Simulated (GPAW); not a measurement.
# MgO (Fm-3m) in GPAW: a series of runs

The runs below take MgO through Fermi surface, Born charges, with r2SCAN, vdW-DF.

All numbers are computed with GPAW 26.7.0; they aren't measurements. Logs are shortened: lines on timing, memory, paths and dates and some standing lists are left out, and cuts for length are marked. The log counts tension as positive stress, the text compression.

**Experimental background.**

From “Electronic structure of alkaline earth and post-transition metal oxides”, 2009, arxiv:0908.1581, for a bulk crystal of MgO: band gap 7.83 eV.

How close the calculation comes is told below.

**1. Starting point**

It takes space group Fm-3m (No. 225, cubic). The conventional cell has a = 4.194 Å, b = 4.194 Å, c = 4.194 Å, α = 90.00°, β = 90.00°, γ = 90.00°. Mg (site symmetry m-3m) has 6 O at 2.10 Å as nearest neighbours. Around O (site symmetry m-3m) lie 6 Mg at 2.10 Å.

The cell is a database's computed one.

**2. Fermi surface, r2SCAN**

Contents of run.py:

```python
import json
import numpy as np
from ase.dft.bandgap import bandgap
from ase.io import read, write
from ase.units import GPa
from gpaw import GPAW, PW

atoms = read('MgO.xyz')

calc = GPAW(mode=PW(800),
            xc='MGGA_X_R2SCAN+MGGA_C_R2SCAN',
            kpts={'size': (11, 11, 11), 'gamma': True},
            occupations={'name': 'fermi-dirac', 'width': 0.05},
            setups={'Mg': '2'},
            nbands=-8,
            convergence={'density': 1e-05, 'energy': 1e-05},
            maxiter=150,
            txt='gpaw.txt')
atoms.calc = calc
energy = atoms.get_potential_energy()
forces = atoms.get_forces()
stress = atoms.get_stress()
calc.write('gs.gpw')
write('result.traj', atoms)
print(f'Energy: {energy:.6f} eV')
print('Forces (eV/A):')
print(forces.round(4))
print('Stress (GPa):', (stress / GPa).round(3))
print('Fermi level:', round(calc.get_fermi_level(), 4), 'eV')
print(f'Gap: {bandgap(calc)[0]:.4f} eV, direct: {bandgap(calc, direct=True)[0]:.4f} eV')

size = (18, 18, 18)
dense = calc.fixed_density(kpts={'size': size, 'gamma': True}, update_fermi_level=True,
                           convergence={'bands': 'CBM+2.0', 'eigenstates': 1e-7}, txt='dense.txt')
ef = dense.get_fermi_level()
index = np.round(dense.get_bz_k_points() * size).astype(int) % size
recip = 2 * np.pi * atoms.cell.reciprocal()
sheets = []
for s, e_kn in enumerate(dense.eigenvalues()):
    for n in range(e_kn.shape[1] - 2):
        if e_kn[:, n].min() < ef < e_kn[:, n].max():
            e = np.empty(size)
            e[tuple(index.T)] = e_kn[dense.get_bz_to_ibz_map(), n] - ef
            de = np.array([(np.roll(e, -1, c) - np.roll(e, 1, c)) * size[c] / 2 for c in range(3)])
            v = np.linalg.norm(np.einsum('vc,cxyz->vxyz', np.linalg.inv(recip), de), axis=0)
            w = np.exp(-(e / 0.1)**2) / (0.1 * np.pi**0.5)
            sheets.append({'spin': s, 'band': n, 'filled': (e < 0).mean(), 'dos': w.mean(), 'bottom': e.min(), 'top': e.max(),
                           'velocity': (w * v).sum() / w.sum() * 1.519267e5, 'slice': e[:, :, 0].round(3).tolist()})
            print(f'spin {s} band {n}: filled share {sheets[-1]["filled"]:.3f}, from {e.min():.3f} to {e.max():.3f} eV,',
                  f'{w.mean():.3f} states/eV, mean velocity {sheets[-1]["velocity"]:.3e} m/s')
print('Fermi level on the dense mesh:', round(ef, 4), 'eV,', len(sheets), 'sheets')
json.dump({'ef': ef, 'sheets': sheets}, open('fermi.json', 'w'))
```

Contents of MgO.xyz:

```xyz
2
Lattice="0.0000000000 2.0970013927 2.0970013927 2.0970013927 0.0000000000 2.0970013927 2.0970013927 2.0970013927 0.0000000000" Properties=species:S:1:pos:R:3 pbc="T T T"
Mg     0.0000000000      0.0000000000      0.0000000000
O      2.0970013927      2.0970013927      2.0970013927
```

Potentials or basis: GPAW PAW data sets (gpaw-data 1.2.1), other valence, pw.

Launch:

```sh
> OMP_NUM_THREADS=1 python run.py
```

gpaw.txt:

```text
__  _  _
 | _ |_)|_||  |
 |__||  | ||/\| - 26.7.0

Input parameters:
  mode=PW(ecut=800.0),
  convergence={'density': 1e-05, 'energy': 1e-05},
  kpts=MonkhorstPack(size=(11, 11, 11), gamma=True),
  maxiter=150,
  nbands=-8,
  occupations=Occupations(name='fermi-dirac', width=0.05),
  setups={'Mg': '2'},
  xc=XC(name='MGGA_X_R2SCAN+MGGA_C_R2SCAN')

Diagonalizing LCAO Hamiltonian
Converting LCAO to pw mode

              O

       Mg

Atoms  # Å, Bohr magnetons
|   | symbol |        x |        y |        z |    initial magnetic moments |
|---|--------|----------|----------|----------|-----------------------------|
| 0 |     Mg | 0.000000 | 0.000000 | 0.000000 | ( 0.0000,  0.0000,  0.0000) |
| 1 |      O | 2.097001 | 2.097001 | 2.097001 | ( 0.0000,  0.0000,  0.0000) |

Unit cell  # Å
| periodic |        x |        y |        z |  lengths |    angles |
|----------|----------|----------|----------|----------|-----------|
|      yes | 0.000000 | 2.097001 | 2.097001 | 2.965608 | 60.000000 |
|      yes | 2.097001 | 0.000000 | 2.097001 | 2.965608 | 60.000000 |
|      yes | 2.097001 | 2.097001 | 0.000000 | 2.965608 | 60.000000 |

Number of symmetries: 48
Symmetry operations  # r_c * U_cc + t_c -> r_c
|    | kind |            matrix            |
|----|------|------------------------------|
|  0 |  σ   |  1, 0, 0,  1, 0,-1,  1,-1, 0 |
|  1 |  C2  |  1, 0, 0,  1,-1, 0,  1, 0,-1 |
|  2 |  E   |  1, 0, 0,  0, 1, 0,  0, 0, 1 |
|  3 |  σ   |  1, 0, 0,  0, 0, 1,  0, 1, 0 |
|  4 |  C4  |  1, 0,-1,  1, 0, 0,  1,-1, 0 |
|  5 |  S6  |  1, 0,-1,  1,-1, 0,  1, 0, 0 |
|  6 |  σ   |  1, 0,-1,  0, 1,-1,  0, 0,-1 |
|  7 |  C3  |  1, 0,-1,  0, 0,-1,  0, 1,-1 |
|  8 |  S6  |  1,-1, 0,  1, 0, 0,  1, 0,-1 |
|  9 |  C4  |  1,-1, 0,  1, 0,-1,  1, 0, 0 |
| 10 |  C3  |  1,-1, 0,  0,-1, 1,  0,-1, 0 |
| 11 |  σ   |  1,-1, 0,  0,-1, 0,  0,-1, 1 |
| 12 |  σ   |  0, 1, 0,  1, 0, 0,  0, 0, 1 |
| 13 |  C4  |  0, 1, 0,  0, 1,-1, -1, 1, 0 |
| 14 |  C3  |  0, 1, 0,  0, 0, 1,  1, 0, 0 |
| 15 |  S6  |  0, 1, 0, -1, 1, 0,  0, 1,-1 |
| 16 |  C2  |  0, 1,-1,  1, 0,-1,  0, 0,-1 |
| 17 |  σ   |  0, 1,-1,  0, 1, 0, -1, 1, 0 |
| 18 |  S4  |  0, 1,-1,  0, 0,-1,  1, 0,-1 |
| 19 |  C4  |  0, 1,-1, -1, 1, 0,  0, 1, 0 |
| 20 |  C3  |  0, 0, 1,  1, 0, 0,  0, 1, 0 |
| 21 |  σ   |  0, 0, 1,  0, 1, 0,  1, 0, 0 |
| 22 |  S6  |  0, 0, 1,  0,-1, 1, -1, 0, 1 |
| 23 |  C4  |  0, 0, 1, -1, 0, 1,  0,-1, 1 |
| 24 |  S4  |  0, 0,-1,  1, 0,-1,  0, 1,-1 |
| 25 |  C3  |  0, 0,-1,  0, 1,-1,  1, 0,-1 |
| 26 |  C2  |  0, 0,-1,  0,-1, 0, -1, 0, 0 |
| 27 |  S6  |  0, 0,-1, -1, 0, 0,  0,-1, 0 |
| 28 |  S4  |  0,-1, 1,  1,-1, 0,  0,-1, 0 |
| 29 |  C4  |  0,-1, 1,  0, 0, 1, -1, 0, 1 |
| 30 |  C2  |  0,-1, 1,  0,-1, 0,  1,-1, 0 |
| 31 |  σ   |  0,-1, 1, -1, 0, 1,  0, 0, 1 |
| 32 |  C3  |  0,-1, 0,  1,-1, 0,  0,-1, 1 |
| 33 |  S6  |  0,-1, 0,  0, 0,-1, -1, 0, 0 |
| 34 |  S4  |  0,-1, 0,  0,-1, 1,  1,-1, 0 |
| 35 |  C2  |  0,-1, 0, -1, 0, 0,  0, 0,-1 |
| 36 |  C2  | -1, 1, 0,  0, 1, 0,  0, 1,-1 |
| 37 |  S6  | -1, 1, 0,  0, 1,-1,  0, 1, 0 |
| 38 |  S4  | -1, 1, 0, -1, 0, 1, -1, 0, 0 |
| 39 |  C3  | -1, 1, 0, -1, 0, 0, -1, 0, 1 |
| 40 |  S6  | -1, 0, 1,  0, 0, 1,  0,-1, 1 |
| 41 |  C2  | -1, 0, 1,  0,-1, 1,  0, 0, 1 |
| 42 |  C3  | -1, 0, 1, -1, 1, 0, -1, 0, 0 |
| 43 |  S4  | -1, 0, 1, -1, 0, 0, -1, 1, 0 |
| 44 |  C2  | -1, 0, 0,  0, 0,-1,  0,-1, 0 |
| 45 |  i   | -1, 0, 0,  0,-1, 0,  0, 0,-1 |
| 46 |  σ   | -1, 0, 0, -1, 1, 0, -1, 0, 1 |
| 47 |  C2  | -1, 0, 0, -1, 0, 1, -1, 1, 0 |

BZ-sampling:
  Number of BZ points: 1331
  Number of IBZ points: 56

  Monkhorst-Pack size: [11, 11, 11]
[... 66 lines left out ...]
    Z:       8.0
    valence: 6
    core:    2
    charge:  0.0  # [|e|]
    compensation charges:
      type: gauss
      rc: 0.21  # [Å]
      lmax: 2
    cutoffs:
      filter: 1.17  # [Å]
      core: 0.83  # [Å]
    projectors
    | kind |    occ | energy [eV] | rcut [Å] |
    |------|--------|-------------|----------|
    |   2s |  2.000 |     -23.961 |    0.688 |
    |   2p |  4.000 |      -9.029 |    0.598 |
    |    s |        |       3.251 |    0.688 |
    |    p |        |      18.182 |    0.598 |
    |    d |        |       0.000 |    0.619 |

    Using partial waves for O as LCAO basis

Reference energy: -7490.497179  # eV

eigensolver:
  PPCG
  Converge bands: occupied
  niter=2

density mixing:
  MSR1-Mixer
  Pratt-step length: 0.05
  Maximum mixing coefficient: 0.75
  Old densities: 10
  SVD Regularization: 0.005
  Good broyden scale: 1.0
  Trust region scale: 1.0
  Backstep threshold: 4.0
  History deletion threshold: 6.0
  Fourier metric: weight=20.0, sigma=0.015

occupation numbers:
  Fermi-Dirac:
    width: 0.0500  # eV

poisson solver:
  ecut: 6400.0  # eV

xc functional:
  name: MGGA_X_R2SCAN+MGGA_C_R2SCAN with 2 nearest neighbor stencil

convergence criteria:
- Maximum integral of absolute [dens]ity change: 1e-05 electrons / valence electron
- Maximum [total energy] change in last 3 cyles: 1e-05 eV / valence electron
- Maximum integral of absolute [eigenst]ate change: 4e-08 eV^2 / valence electron
maximum number of iterations: 150

SCF iterations
|iter     | |      energy | eigst |  dens |
|---------|-|-------------|-------|-------|
|iter:   1| |  -20.501039 | -0.03 |       |
|iter:   2| |  -17.037228 | -1.73 | -0.67 |
|iter:   3| |  -16.133914 | -1.13 | -0.71 |
|iter:   4| |  -16.156843 | -2.69 | -1.23 |
|iter:   5| |  -16.162657 | -3.28 | -1.53 |
|iter:   6| |  -16.162679 | -5.66 | -2.75 |
|iter:   7| |  -16.162692c| -5.98 | -3.13 |
|iter:   8| |  -16.162692c| -8.59c| -4.63 |
|iter:   9| |  -16.162692c| -7.90c| -5.11c|

Converged in 9 steps
Energy contributions relative to reference atoms: (reference = -7490.497179)

Energy contributions:
  Kinetic:          11.513296
  Coulomb:          -9.132229
  Zero:              0.225359
  External:          0.000000
  Xc:              -18.769118
  Entropy:          -0.000000
  Spinorbit:         0.000000
  ----------------------------
  Free energy:     -16.162692
  Extrapolated:    -16.162692

dipole moment: (-6.047041, -6.047041, -6.047041)  # |e|*Ang

Fermi level: 5.847
Eigenvalues  # (at kpt = [0.000, 0.000, 0.000])
| band index |      eig [eV] | occ [0-2] |
|------------|---------------|-----------|
|          0 |       -13.551 |     2.000 |
|          1 |         4.690 |     2.000 |
|          2 |         4.690 |     2.000 |
|          3 |         4.690 |     2.000 |
|          4 |        10.413 |     0.000 |
|          5 |        22.201 |     0.000 |
|          6 |        22.201 |     0.000 |
|          7 |        22.201 |     0.000 |
|          8 |        25.751 |     0.000 |
|          9 |        28.668 |     0.000 |
|         10 |        28.863 |     0.000 |
|         11 |        29.836 |     0.000 |

Gap: 5.723 eV
Transition (v -> c):
  (s=0, k=0, n=3, [0.00, 0.00, 0.00]) -> (s=0, k=0, n=4, [0.00, 0.00, 0.00])
No difference between direct/indirect transitions

Forces  # eV/Ang
|       x |       y |        z |
|---------|---------|----------|
| 0.00000 | 0.00000 | -0.00000 |  # Mg   0
| 0.00000 | 0.00000 |  0.00000 |  # O    1

Stress tensor  # eV/Ang^3
|         x |         y |         z |
|-----------|-----------|-----------|
| -0.019890 | -0.000000 | -0.000000 |
| -0.000000 | -0.019890 |  0.000000 |
| -0.000000 |  0.000000 | -0.019890 |

# Writing to gs.gpw (mode='')
```

Run time: 53 s. Hardware: 1 thread of Arm Neoverse V2, shared host; peak memory 0.25 GiB.

Results:

```
Free energy            : -16.1627 eV
Pressure               : 3.2 GPa
Band gap on the k mesh : 5.72 eV, direct
```

Levels at points of the mesh, in eV from the valence-band top:
| k point | band 2 | band 3 | band 4 | band 5 | band 6 | band 7 |
| --- | --- | --- | --- | --- | --- | --- |
| (0.00, 0.00, 0.00) | 0.00 | 0.00 | 0.00 | 5.72 | 17.51 | 17.51 |

Caveat: the PAW data sets were made with another functional, which shifts forces and pressure a little.

[end of part 1 of 2]
